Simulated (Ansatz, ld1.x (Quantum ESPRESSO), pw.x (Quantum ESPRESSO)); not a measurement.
# Re (Z = 75): one change to the TM potential, in the atom and in the diamond crystal

| Property | Result |
| --- | --- |
| Element | rhenium |
| Generator | ld1.x (Quantum ESPRESSO) 7.5 |
| Type | norm-conserving Troullier–Martins (Kleinman–Bylander form) |
| Functional | PBE |
| Relativity | scalar-relativistic |
| Frozen core | [Xe] 4f14 |
| Valence charge | 7 |
| Reference configuration | 5d5 6s2 6p0 |
| Partial waves | 6s (bound): rc 2.15 bohr; 5d (bound): rc 2.10 bohr; 6p (bound, empty): rc 3.50 bohr |
| Local potential | the p channel |
| Core correction | Bessel-smoothed model core inside 1.65 bohr |

Change: wave 6p (bound): rc 3.50 bohr becomes 6p (bound): rc 2.28 bohr.

Cutoffs, loose and tight: the cutoffs (Ry, on a coarse ladder) from which the occupation-weighted sum of valence levels, in a spherical-Bessel basis at the reference potential, stays within 10 and 1 mRy of its value at 400 Ry. They do not see the model core or the augmentation charge, which bear on the density cutoff. Test errors are all-electron minus pseudo excitation energies from the reference, over the configurations 5d5 6s1 6p0; 5d5 6s0 6p0; 5d4 6s0 6p0; 5d5 6s1 6p1; 5d5 6s1.5 6p0; 5d4 6s2 6p0; 5d5.5 6s1.5 6p0; variants that change the core or the reference have their own tests.

Crystal test: diamond Re in pw.x 7.5, no spin, 8³ k-points, Fermi–Dirac smearing 0.01 Ry, cutoffs set for each file from its atomic test. The reference is all-electron LAPW (Ansatz 0.2.0) with the same functional, mesh and smearing; V0 and B0 come from Birch–Murnaghan fits to the pressures at five volumes. Errors are pseudo minus all-electron; Δ is the rms difference of the E(V) curves that follow from these fits, minima aligned, over ±6 % about the mean V0. Mesh and smearing are coarse, so the numbers serve the comparison and aren't converged zero-temperature values; the lattice is a test structure that the element need not adopt.

All-electron: a0 = 5.652 Å (V0 = 22.57 Å³/atom), B0 = 176.6 GPa.

**Question.** Does the change bring the crystal closer to the all-electron result?

**Answer.** The mean pressure error goes from +19.97 to +45.87 GPa, so the change moves the solid further from the all-electron pressures. Neither pressure curve crosses zero within the volumes sampled, so no fits are given.

```csv
quantity,base,changed
outcome (atom),generated,generated
"cutoff, loose (atom)",35 Ry,35 Ry
"cutoff, tight (atom)",40 Ry,40 Ry
bound ghosts (atom),none,s
largest test error (meV) (atom),-316,-250
cutoffs in pw.x (Ry),50/200,50/200
mean pressure error (GPa),+19.97,+45.87
```

Base: The largest radius (3.50 bohr) exceeds half the bond length (2.31 bohr), so the spheres overlap, which is one possible source of error among others. This is a poor potential for the solid. Changed file: This is a poor potential for the solid. Note: ghost state, extra bound levels that the all-electron valence spectrum of the same l lacks: s at -101.9 eV. A true bound ghost makes a file unfit for plane-wave use. The logarithmic derivative shows an extra or strongly shifted pseudo pole above the reference energy (p near 1.20 Ry). The atomic cutoffs weigh occupied waves only.
